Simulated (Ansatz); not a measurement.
KBr under changes of volume

One of the cells (35.937 Å³/atom); the others are scaled copies at fixed shape and fractional positions:

```
Br K
1.0
     0.00000    3.30000    3.30000
     3.30000    0.00000    3.30000
     3.30000    3.30000    0.00000
Br K
1 1
Direct
  0.50000 0.50000 0.50000
  0.00000 0.00000 0.00000
```

| Quantity | Value |
| --- | --- |
| Program | Ansatz 0.2.0 |
| Functional | PBEsol |
| Potentials or basis | all-electron LAPW, scalar-relativistic |
| Cutoff | 139 eV (chosen from the basis error) |
| Basis error allowed | 0.0005 eV/atom |
| k mesh | 7 × 7 × 7 |
| Occupations | fermi-dirac, width 0.05 eV |
| Spin | no spin polarisation |

| volume (Å³/atom) | energy over the lowest point (meV/atom) | pressure (GPa) | gap on the mesh (eV) |
| --- | --- | --- | --- |
| 33.781 | 2.66 | 0.7 | 4.44 |
| 34.500 | 0.54 | 0.3 | 4.38 |
| 35.218 | 0.00 | 0.0 | 4.33 |
| 35.937 | 0.85 | -0.3 | 4.28 |
| 36.656 | 2.94 | -0.6 | 4.23 |
| 37.374 | ? | ? | ? |
| 38.093 | 10.24 | -1.0 | 4.15 |

Question: What does the run at 37.374 Å³/atom give?

Answer: Energy over the lowest point 6.11 meV/atom; pressure -0.8 GPa; gap on the mesh 4.19 eV.

Worked out: A Birch-Murnaghan fit of order 3 (a polynomial in V^(-2/3)) to the other rows has its minimum at 35.12 Å³/atom with B0 = V·E''(V) = 15.4 GPa and B' = 5.1. It gives 6.11 meV/atom at 37.374 Å³/atom, against the run's 6.11, and -dE/dV = -0.8 GPa, against -0.8. A straight line through the other rows of the gap, of slope -2.41 eV per unit of ln V (its deformation potential), gives 4.19 eV, against the run's 4.19.

Energies are extrapolated to zero smearing.

Caveats: an odd mesh through Γ misses points on the zone boundary, where band edges often lie (some runs).

Spin-orbit coupling on Br is left out.
